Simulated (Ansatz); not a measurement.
Steps from a short run of molecular dynamics on a 2×2×1 supercell (12 atoms) of HfS2 (P-3m1), relaxed with r2SCAN+rVV10; forces from r2SCAN in Ansatz, 3×3×2 mesh, Fermi-Dirac smearing of 0.086 eV, Langevin thermostat and barostat (NPT), set at 1000 K. Spin polarisation is off, nuclei are classical, and the run is far too short for thermal averages.

Task: At 3 fs the positions in Å are
```
cell (Å): 7.263 0.000 0.000; -3.631 6.290 0.000; 0.000 0.000 5.881
Hf   0.009   0.009   0.004
S    1.826   1.068   4.451
S   -0.004   2.105   1.443
Hf  -1.816   3.131  -0.007
S    0.023   4.199   4.441
S   -1.811   5.239   1.444
Hf   3.624  -0.003  -0.001
S    5.424   1.052   4.433
S    3.633   2.086   1.482
Hf   1.811   3.144  -0.003
S    3.622   4.192   4.427
S    1.829   5.247   1.433
```
What are the forces, and how far does the free energy (smearing included) lie above that of step 0, with the atoms on their sites?

Result: 2.2 meV an atom; forces in eV/Å:
```
cell (Å), as above: 7.263 0.000 0.000; -3.631 6.290 0.000; 0.000 0.000 5.881
Hf  -0.103  -0.182  -0.063
S   -0.083  -0.159  -0.048
S    0.003  -0.045  -0.102
Hf  -0.201   0.075   0.043
S   -0.202  -0.061   0.086
S   -0.076   0.005  -0.182
Hf   0.112   0.092   0.200
S    0.197  -0.003   0.148
S    0.032   0.092  -0.500
Hf   0.238   0.110   0.197
S    0.125   0.065   0.272
S   -0.042   0.009  -0.052
```

Task: At 9 fs the positions in Å are
```
cell (Å): 7.270 0.000 0.000; -3.635 6.296 0.000; 0.000 0.000 5.886
Hf   0.024   0.027   0.012
S    1.835   1.104   4.476
S    0.001   2.119   1.457
Hf  -1.819   3.104  -0.019
S    0.070   4.228   4.456
S   -1.806   5.253   1.464
Hf   3.616  -0.011  -0.001
S    5.384   1.058   4.417
S    3.651   2.068   1.568
Hf   1.807   3.142   0.000
S    3.606   4.189   4.412
S    1.861   5.263   1.434
```
What are the forces, and how far does the free energy (smearing included) lie above that of step 0, with the atoms on their sites?

Result: 17.9 meV an atom; forces in eV/Å:
```
cell (Å), as above: 7.270 0.000 0.000; -3.635 6.296 0.000; 0.000 0.000 5.886
Hf  -0.249  -0.539  -0.081
S   -0.134  -0.445  -0.233
S   -0.101  -0.082  -0.242
Hf  -0.506   0.265   0.217
S   -0.572  -0.273   0.057
S   -0.187  -0.074  -0.500
Hf   0.287   0.251   0.633
S    0.543   0.070   0.375
S    0.090   0.251  -1.305
Hf   0.608   0.383   0.575
S    0.385   0.178   0.635
S   -0.166   0.013  -0.130
```

Task: At 12 fs the positions in Å are
```
cell (Å): 7.275 0.000 0.000; -3.637 6.300 0.000; 0.000 0.000 5.890
Hf   0.030   0.036   0.015
S    1.844   1.118   4.495
S    0.007   2.123   1.465
Hf  -1.819   3.088  -0.025
S    0.087   4.246   4.470
S   -1.807   5.263   1.478
Hf   3.612  -0.011   0.000
S    5.363   1.063   4.411
S    3.666   2.057   1.604
Hf   1.805   3.140   0.003
S    3.604   4.184   4.407
S    1.871   5.280   1.437
```
What are the forces, and how far does the free energy (smearing included) lie above that of step 0, with the atoms on their sites?

Result: 29.9 meV an atom; forces in eV/Å:
```
cell (Å), as above: 7.275 0.000 0.000; -3.637 6.300 0.000; 0.000 0.000 5.890
Hf  -0.309  -0.771  -0.031
S   -0.208  -0.543  -0.396
S   -0.151  -0.084  -0.301
Hf  -0.652   0.415   0.329
S   -0.676  -0.417  -0.004
S   -0.227  -0.105  -0.672
Hf   0.369   0.264   0.894
S    0.719   0.087   0.437
S    0.078   0.345  -1.609
Hf   0.769   0.607   0.755
S    0.456   0.248   0.800
S   -0.168  -0.048  -0.200
```

Task: At 18 fs the positions in Å are
```
cell (Å): 7.283 0.000 0.000; -3.642 6.307 0.000; 0.000 0.000 5.897
Hf   0.037   0.053   0.015
S    1.862   1.142   4.524
S    0.019   2.125   1.478
Hf  -1.818   3.059  -0.034
S    0.108   4.287   4.500
S   -1.808   5.277   1.500
Hf   3.607  -0.011   0.007
S    5.328   1.061   4.405
S    3.697   2.050   1.649
Hf   1.802   3.139   0.010
S    3.614   4.172   4.396
S    1.893   5.314   1.439
```
What are the forces, and how far does the free energy (smearing included) lie above that of step 0, with the atoms on their sites?

Result: 53.8 meV an atom; forces in eV/Å:
```
cell (Å), as above: 7.283 0.000 0.000; -3.642 6.307 0.000; 0.000 0.000 5.897
Hf  -0.295  -1.167   0.032
S   -0.337  -0.673  -0.636
S   -0.204  -0.050  -0.389
Hf  -0.884   0.732   0.470
S   -0.762  -0.786  -0.172
S   -0.289  -0.109  -0.936
Hf   0.415   0.282   1.331
S    1.035   0.173   0.489
S    0.040   0.452  -1.953
Hf   0.999   0.977   0.930
S    0.488   0.358   1.086
S   -0.206  -0.188  -0.252
```

Task: At 21 fs the positions in Å are
```
cell (Å): 7.288 0.000 0.000; -3.644 6.311 0.000; 0.000 0.000 5.901
Hf   0.040   0.061   0.016
S    1.869   1.155   4.537
S    0.024   2.123   1.483
Hf  -1.819   3.047  -0.038
S    0.112   4.299   4.517
S   -1.808   5.282   1.509
Hf   3.608  -0.013   0.012
S    5.323   1.058   4.403
S    3.716   2.053   1.659
Hf   1.804   3.139   0.012
S    3.622   4.164   4.393
S    1.904   5.330   1.443
```
What are the forces, and how far does the free energy (smearing included) lie above that of step 0, with the atoms on their sites?

Result: 62.6 meV an atom; forces in eV/Å:
```
cell (Å), as above: 7.288 0.000 0.000; -3.644 6.311 0.000; 0.000 0.000 5.901
Hf  -0.286  -1.293   0.055
S   -0.358  -0.772  -0.730
S   -0.199  -0.020  -0.429
Hf  -0.942   0.838   0.520
S   -0.746  -0.892  -0.257
S   -0.290  -0.092  -1.028
Hf   0.435   0.305   1.458
S    1.108   0.178   0.521
S   -0.010   0.466  -2.017
Hf   1.051   1.127   1.017
S    0.474   0.414   1.182
S   -0.236  -0.259  -0.294
```

Task: At 24 fs the positions in Å are
```
cell (Å): 7.287 0.000 0.000; -3.643 6.310 0.000; 0.000 0.000 5.900
Hf   0.042   0.069   0.015
S    1.870   1.167   4.551
S    0.026   2.120   1.488
Hf  -1.819   3.034  -0.044
S    0.111   4.308   4.526
S   -1.808   5.289   1.514
Hf   3.605  -0.016   0.016
S    5.315   1.053   4.401
S    3.730   2.060   1.659
Hf   1.806   3.136   0.015
S    3.629   4.153   4.391
S    1.911   5.340   1.443
```
What are the forces, and how far does the free energy (smearing included) lie above that of step 0, with the atoms on their sites?

Result: 69.0 meV an atom; forces in eV/Å:
```
cell (Å), as above: 7.287 0.000 0.000; -3.643 6.310 0.000; 0.000 0.000 5.900
Hf  -0.287  -1.413   0.109
S   -0.347  -0.897  -0.924
S   -0.193   0.019  -0.451
Hf  -0.979   0.967   0.576
S   -0.708  -0.999  -0.340
S   -0.286  -0.098  -1.058
Hf   0.447   0.307   1.581
S    1.176   0.182   0.470
S   -0.065   0.459  -2.000
Hf   1.069   1.308   1.123
S    0.445   0.465   1.201
S   -0.273  -0.300  -0.288
```
